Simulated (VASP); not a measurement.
# MgSe: single point with PBE

Crystal: MgSe.

```
CELL_PARAMETERS angstrom
0.00000 2.75407 2.75407
2.75407 0.00000 2.75407
2.75407 2.75407 0.00000
ATOMIC_POSITIONS crystal
Mg 0.00000 0.00000 0.00000
Se 0.50000 0.50000 0.50000
```

The cell isn't the ideal one: cell and atoms relaxed tightly for response.

```json
{
  "Program": "VASP 6.6.1",
  "Task": "single point",
  "Functional": "PBE",
  "Potentials or basis": "VASP PAW PBE potentials, release 64 (Mg, Se)",
  "Cutoff": "520 eV",
  "k mesh": "8 × 8 × 8",
  "Occupations": "gaussian, width 0.01 eV",
  "Spin": "no spin polarisation"
}
```

- Pressure: -0.1 GPa
- Band gap on the k mesh: 1.75 eV, indirect (least direct gap 2.39 eV)

Levels at points of the mesh, in eV from the valence-band top:
| k point | band 2 | band 3 | band 4 | band 5 | band 6 | band 7 |
| --- | --- | --- | --- | --- | --- | --- |
| (0.00, 0.00, 0.00) | 0.00 | 0.00 | 0.00 | 2.39 | 7.42 | 7.42 |
| (0.50, 0.00, 0.00) | -4.78 | -0.55 | -0.55 | 3.79 | 6.06 | 6.06 |
| (0.50, 0.50, 0.00) | -4.10 | -1.71 | -1.71 | 1.75 | 4.05 | 11.45 |

Wall time 17 s on 1 thread of AMD EPYC 7R43 64-Core Processor (Zen 3), on a shared host, peak memory 0.13 GiB.

A k mesh can miss the band edges.
